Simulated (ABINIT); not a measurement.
**AlRu in ABINIT: convergence with tolvrs**

The system is AlRu.

```
Ru Al
1.0
     2.99160    0.00000    0.00000
     0.00000    2.99160    0.00000
     0.00000    0.00000    2.99160
Ru Al
1 1
Direct
  0.50000 0.50000 0.50000
  0.00000 0.00000 0.00000
```

| Quantity | Value |
| --- | --- |
| Program | ABINIT 10.8.3 (patched build) |
| Task | single point |
| Functional | r2SCAN |
| Potentials or basis | SG15 NC PBE v1.2 |
| Cutoff | 1143 eV |
| k mesh | 9 × 9 × 9 |
| Occupations | cold (ABINIT), width 0.05 eV |
| Spin | no spin polarisation |

These are the settings of the first run; the series varies tolvrs, with any setting tied to it.

Hardware: 1 thread of Arm Neoverse V1, on a shared host.

```
tolvrs  energy less the tightest run (meV/atom)  pressure (GPa)  SCF cycles  CPU time (s)  peak memory (GiB)
  0.01                                     0.00           -2.27           6            89               0.09
 0.001                                     0.00           -2.27           6            89               0.09
0.0001                                     0.00           -2.36           7            98               0.09
 1e-05                                     0.00           -2.36           7            99               0.09
 1e-06                                     0.00           -2.35           8           110               0.09
 1e-08                                     0.00           -2.35           9           120               0.09
 1e-10                                     0.00           -2.35          10           130               0.09
 1e-13                                     0.00           -2.35          12           160               0.09
```

Against the tightest run, the energy stays within 1 meV/atom from 0.01 on; the pressure stays within 0.1 GPa from 0.01 on. The tightest run that finished is the yardstick and may itself not be fully converged.

Caveat, for the tightest run too: the potentials were made for another functional, which shifts forces and pressure.
